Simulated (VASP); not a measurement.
Here is a VASP 6.6.1 calculation.

Contents of INCAR:

```
SYSTEM = InP
  PREC = Accurate
  ENCUT = 520
  EDIFF = 1E-6
  ISMEAR = 0
  SIGMA = 0.03
  LREAL = .FALSE.
  LASPH = .TRUE.
  NELM = 80
  ALGO = Fast
  ISIF = 2
  LWAVE = .FALSE.
  LCHARG = .FALSE.
  GGA = PS
  NBANDS = 16
  ICORELEVEL = 1
```

File KPOINTS:

```
regular mesh
0
G
  10 10 10
  0 0 0
```

The input POSCAR:

```
InP                                     
1.0
    0.0000000000      2.9394456023      2.9394456023
    2.9394456023      0.0000000000      2.9394456023
    2.9394456023      2.9394456023      0.0000000000
  In              P             
     1     1
Direct
     0.0000000000000000    0.0000000000000000    0.0000000000000000
     0.2500000000000000    0.2500000000000000    0.2500000000000000
```

File KPOINTS_OPT:

```
explicit points
109
Reciprocal
 0.0000000000  0.0000000000  0.0000000000 1
 0.0555555556  0.0000000000  0.0555555556 1
 0.1111111111  0.0000000000  0.1111111111 1
 0.1666666667  0.0000000000  0.1666666667 1
 0.2222222222  0.0000000000  0.2222222222 1
 0.2777777778  0.0000000000  0.2777777778 1
 0.3333333333  0.0000000000  0.3333333333 1
 0.3888888889  0.0000000000  0.3888888889 1
 0.4444444444  0.0000000000  0.4444444444 1
 0.5000000000  0.0000000000  0.5000000000 1
 0.5000000000  0.0000000000  0.5000000000 1
 0.5000000000  0.0277777778  0.5277777778 1
 0.5000000000  0.0555555556  0.5555555556 1
 0.5000000000  0.0833333333  0.5833333333 1
 0.5000000000  0.1111111111  0.6111111111 1
 0.5000000000  0.1388888889  0.6388888889 1
 0.5000000000  0.1666666667  0.6666666667 1
 0.5000000000  0.1944444444  0.6944444444 1
 0.5000000000  0.2222222222  0.7222222222 1
 0.5000000000  0.2500000000  0.7500000000 1
 0.5000000000  0.2500000000  0.7500000000 1
 0.4861111111  0.2638888889  0.7500000000 1
 0.4722222222  0.2777777778  0.7500000000 1
 0.4583333333  0.2916666667  0.7500000000 1
 0.4444444444  0.3055555556  0.7500000000 1
 0.4305555556  0.3194444444  0.7500000000 1
 0.4166666667  0.3333333333  0.7500000000 1
 0.4027777778  0.3472222222  0.7500000000 1
 0.3888888889  0.3611111111  0.7500000000 1
 0.3750000000  0.3750000000  0.7500000000 1
 0.3750000000  0.3750000000  0.7500000000 1
 0.3333333333  0.3333333333  0.6666666667 1
 0.2916666667  0.2916666667  0.5833333333 1
 0.2500000000  0.2500000000  0.5000000000 1
 0.2083333333  0.2083333333  0.4166666667 1
 0.1666666667  0.1666666667  0.3333333333 1
 0.1250000000  0.1250000000  0.2500000000 1
 0.0833333333  0.0833333333  0.1666666667 1
 0.0416666667  0.0416666667  0.0833333333 1
 0.0000000000  0.0000000000  0.0000000000 1
 0.0000000000  0.0000000000  0.0000000000 1
 0.0555555556  0.0555555556  0.0555555556 1
 0.1111111111  0.1111111111  0.1111111111 1
 0.1666666667  0.1666666667  0.1666666667 1
 0.2222222222  0.2222222222  0.2222222222 1
 0.2777777778  0.2777777778  0.2777777778 1
 0.3333333333  0.3333333333  0.3333333333 1
 0.3888888889  0.3888888889  0.3888888889 1
 0.4444444444  0.4444444444  0.4444444444 1
 0.5000000000  0.5000000000  0.5000000000 1
 0.5000000000  0.5000000000  0.5000000000 1
 0.5138888889  0.4722222222  0.5138888889 1
 0.5277777778  0.4444444444  0.5277777778 1
 0.5416666667  0.4166666667  0.5416666667 1
 0.5555555556  0.3888888889  0.5555555556 1
 0.5694444444  0.3611111111  0.5694444444 1
 0.5833333333  0.3333333333  0.5833333333 1
 0.5972222222  0.3055555556  0.5972222222 1
 0.6111111111  0.2777777778  0.6111111111 1
 0.6250000000  0.2500000000  0.6250000000 1
 0.6250000000  0.2500000000  0.6250000000 1
 0.6111111111  0.2500000000  0.6388888889 1
 0.5972222222  0.2500000000  0.6527777778 1
 0.5833333333  0.2500000000  0.6666666667 1
 0.5694444444  0.2500000000  0.6805555556 1
 0.5555555556  0.2500000000  0.6944444444 1
 0.5416666667  0.2500000000  0.7083333333 1
 0.5277777778  0.2500000000  0.7222222222 1
 0.5138888889  0.2500000000  0.7361111111 1
 0.5000000000  0.2500000000  0.7500000000 1
 0.5000000000  0.2500000000  0.7500000000 1
 0.5000000000  0.2777777778  0.7222222222 1
 0.5000000000  0.3055555556  0.6944444444 1
 0.5000000000  0.3333333333  0.6666666667 1
 0.5000000000  0.3611111111  0.6388888889 1
 0.5000000000  0.3888888889  0.6111111111 1
 0.5000000000  0.4166666667  0.5833333333 1
 0.5000000000  0.4444444444  0.5555555556 1
 0.5000000000  0.4722222222  0.5277777778 1
 0.5000000000  0.5000000000  0.5000000000 1
 0.5000000000  0.5000000000  0.5000000000 1
 0.4861111111  0.4861111111  0.5277777778 1
 0.4722222222  0.4722222222  0.5555555556 1
 0.4583333333  0.4583333333  0.5833333333 1
 0.4444444444  0.4444444444  0.6111111111 1
 0.4305555556  0.4305555556  0.6388888889 1
 0.4166666667  0.4166666667  0.6666666667 1
 0.4027777778  0.4027777778  0.6944444444 1
 0.3888888889  0.3888888889  0.7222222222 1
 0.3750000000  0.3750000000  0.7500000000 1
 0.6250000000  0.2500000000  0.6250000000 1
 0.6111111111  0.2222222222  0.6111111111 1
 0.5972222222  0.1944444444  0.5972222222 1
 0.5833333333  0.1666666667  0.5833333333 1
 0.5694444444  0.1388888889  0.5694444444 1
 0.5555555556  0.1111111111  0.5555555556 1
 0.5416666667  0.0833333333  0.5416666667 1
 0.5277777778  0.0555555556  0.5277777778 1
 0.5138888889  0.0277777778  0.5138888889 1
 0.5000000000  0.0000000000  0.5000000000 1
 0.0000000000  0.0000000000  0.0000000000 1
 0.3750000000  0.3750000000  0.7500000000 1
 0.5000000000  0.5000000000  0.5000000000 1
 0.6250000000  0.2500000000  0.6250000000 1
 0.5000000000  0.2500000000  0.7500000000 1
 0.5000000000  0.0000000000  0.5000000000 1
 0.4000000000  0.0000000000  0.4000000000 1
 0.4250000000  0.0000000000  0.4250000000 1
 0.4500000000  0.0000000000  0.4500000000 1
```

Potentials or basis: VASP PAW PBE potentials, release 64 (In_d, P).

Command:

```console
$ cat potpaw_PBE.64/In_d/POTCAR potpaw_PBE.64/P/POTCAR > POTCAR
$ mpirun -np 1 vasp_std > vasp.out
```

Problem. Predict the band gap on the k mesh.

Solution. 0.57 eV, direct.

Problem. What does it give for the band gap along the path?

Solution. 0.57 eV, direct.

Problem. Predict the pressure.

Solution. 0.0 GPa.

Core levels (eV, on the scale of the bands):
```csv
atom,levels
1 In,"1s -27738.3, 2s -4144.8, 2p -3718.8, 3s -778.7, 3p -639.3, 3d -423.0, 4s -110.0, 4p -68.5"
2 P,"1s -2072.5, 2s -162.7, 2p -113.2"
```

Caveat: the PAW data sets were made with another functional, which shifts forces and pressure a little; spin-orbit coupling is left out, which moves the levels of the heavy elements.

**The experiment to reproduce.**

A printed reference work, data compilation reports, for a bulk crystal of InP at 1.6 K: band gap 1.4236 eV (direct).

Against the measured gap of InP, 1.4236 eV (direct; 1.6 K; a printed reference work, data compilation), the calculated 0.57 eV is off by -0.86 eV. Spin-orbit coupling on In is left out. The value is that of PBEsol, without temperature or zero-point motion. Semilocal functionals fall short of measured gaps as a rule.
